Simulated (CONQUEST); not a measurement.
Runs of CONQUEST 1.3 on KF (Carobbiite). Symmetry: Fm-3m, No. 225, cubic system. Conventional cell: a = 5.344 Å, b = 5.344 Å, c = 5.344 Å, α = 90.00°, β = 90.00°, γ = 90.00°. K (site symmetry m-3m) is surrounded by 6 F at 2.67 Å. Around F (site symmetry m-3m) lie 6 K at 2.67 Å. 

| level | potentials or basis | cell | k mesh | smearing | gap on the mesh (eV) | pressure (GPa) |
| --- | --- | --- | --- | --- | --- | --- |
| WC | PseudoDojo NC PBEsol, SZP, grid cutoff 100 Ha | as given | 5 × 5 × 4 | fermi-dirac 0.05 eV | (a) | -1.5 |
| PBEint | PseudoDojo NC PBEsol, DZP, grid cutoff 120 Ha | edges of the box strained at random at fixed volume | 5 × 5 × 3 | fermi-dirac 0.1 eV | 6.16 | 0.3 |
| PBE | PseudoDojo NC PBE, DZP, grid cutoff 150 Ha | atoms moved at random, drawn with an rms of 0.05 Å | 7 × 7 × 5 | fermi-dirac 0.05 eV | 6.13 | 0.8 |
| PBE | PseudoDojo NC PBE, DZP, grid cutoff 150 Ha | as given | 7 × 7 × 5 | fermi-dirac 0.05 eV | 6.13 | 0.8 |

Alike in all rows: task single point; no spin polarisation.

Problem. Estimate the missing entries.

Solution. (a) 5.98.

Caveats: an odd mesh through Γ misses points on the zone boundary, where band edges often lie; the basis of atomic orbitals isn't converged, which shifts pressures, moduli and gaps; the potentials were made for another functional, which shifts forces and pressure (some runs); the real-space grid breaks the cell's symmetry a little (some runs); the box holds several primitive cells, so bands are folded and the points are those of the box's own zone (some runs); the atomic basis is small (some runs).
